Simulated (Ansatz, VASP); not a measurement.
# One calculation of Pd, two programs

The input INCAR:

```
  PREC = Accurate
  ENCUT = 520
  EDIFF = 1E-7
  ISMEAR = 0
  SIGMA = 0.1
  LREAL = False
  LASPH = True
  NELM = 100
  ALGO = Fast
  ISIF = 2
  LWAVE = False
  LCHARG = False
  GGA = PE
  NBANDS = 11
```

The input KPOINTS:

```
Automatic mesh
0
Gamma
  18 18 18
```

POSCAR

```
Pd
1.0
    0.0000000000      1.9848236583      1.9848236583
    1.9848236583      0.0000000000      1.9848236583
    1.9848236583      1.9848236583      0.0000000000
Pd
1
Direct
    0.0000000000      0.0000000000      0.0000000000
```

Input for Ansatz:

```yaml
crystal:
  lattice:
    - [0.0, 1.9848236583, 1.9848236583]
    - [1.9848236583, 0.0, 1.9848236583]
    - [1.9848236583, 1.9848236583, 0.0]
  atoms:
    - { symbol: Pd, position: [0.0, 0.0, 0.0] }
basis:
  ecutwfc: 420
kpoints:
  mp_grid: { grid: [18, 18, 18] }
hamiltonian:
  xc: pbe
scf:
  occupations: { method: gaussian, width: 0.1 }
output:
  forces: true
  stress: true
  eigenvalues: true
  populations: true
```

Alike in both runs: task single point; functional PBE; k mesh 18 × 18 × 18; occupations gaussian, width 0.1 eV; no spin polarisation.

```csv
,VASP,Ansatz
version,VASP 6.6.1,Ansatz 0.2.0
potentials or method,"VASP PAW PBE potentials, release 64 (Pd)","scalar-relativistic, plane waves, PAW"
plane-wave cutoff (eV),520,420
valence electrons in the cell,10,18
```

```csv
,VASP,Ansatz,Ansatz less VASP
gap on the k mesh at the Fermi level (eV),none,none,-
pressure (GPa),-3.6,-3.3,+0.25
```

A gap of «none» marks a metal or a gap that the smearing closes. With one functional, cell and mesh, what is left measures potentials, basis and numerics. The two sets of potentials don't hold the same shells in valence.
